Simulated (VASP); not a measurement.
## From an Ansatz input to VASP: BP (zincblende)

Ansatz input

```yaml
crystal:
  lattice:
    - [0.0, 2.2683156661, 2.2683156661]
    - [2.2683156661, 0.0, 2.2683156661]
    - [2.2683156661, 2.2683156661, 0.0]
  atoms:
    - { symbol: B, position: [0.0, 0.0, 0.0] }
    - { symbol: P, position: [0.25, 0.25, 0.25] }
kpoints:
  mp_grid: { grid: [10, 10, 10] }
  band_path:
    path:
      - [0.0, 0.0, 0.0]
      - [0.5, 0.0, 0.5]
      - [0.5, 0.25, 0.75]
      - [0.375, 0.375, 0.75]
      - [0.5, 0.5, 0.5]
      - [0.625, 0.25, 0.625]
      - [0.0, 0.4, 0.4]
    npoints: 1
hamiltonian:
  xc: r2scan
scf:
  occupations: { method: fixed }
  n_extra_bands: 4
output:
  forces: true
  stress: true
  eigenvalues: true
```

Question: Write VASP inputs for this cell and level of theory.

Answer: 

INCAR

```
ISMEAR = 0
ALGO = Normal
LWAVE = .FALSE.
METAGGA = R2SCAN
PREC = Accurate
LCHARG = .FALSE.
NSW = 0
LASPH = .TRUE.
ENCUT = 520
NBANDS = 11
IBRION = -1
LREAL = .FALSE.
EDIFF = 1E-7
SIGMA = 0.01
ISIF = 2
NELM = 120
```

KPOINTS

```
KPOINTS created by Atomic Simulation Environment
0
Gamma
10 10 10
0 0 0
```

KPOINTS_OPT

```
special points
7
Reciprocal
0.0000000000 0.0000000000 0.0000000000 1
0.5000000000 0.0000000000 0.5000000000 1
0.5000000000 0.2500000000 0.7500000000 1
0.3750000000 0.3750000000 0.7500000000 1
0.5000000000 0.5000000000 0.5000000000 1
0.6250000000 0.2500000000 0.6250000000 1
0.0000000000 0.4000000000 0.4000000000 1
```

POSCAR

```
B  P
 1.0000000000000000
     0.0000000000000000    2.2683156661148307    2.2683156661148307
     2.2683156661148307    0.0000000000000000    2.2683156661148307
     2.2683156661148307    2.2683156661148307    0.0000000000000000
 B   P
   1   1
Cartesian
  0.0000000000000000 -0.0000000000000000 -0.0000000000000000
  1.1341578330574154  1.1341578330574154  1.1341578330574154
```

VASP ran with the recommended PBE PAW datasets (8 valence electrons in the cell). Other inputs would serve too.

|  | Ansatz | VASP |
| --- | --- | --- |
| gap between bands v and c | 1.42 eV | 1.45 eV |
| least direct gap | 3.60 eV | 3.64 eV |
| pressure | 0.0 GPa | -0.5 GPa |

Each program uses its own PAW datasets. VASP's cell holds 8 valence electrons and Ansatz's 8. Ansatz's stress includes a Pulay correction; VASP's doesn't.
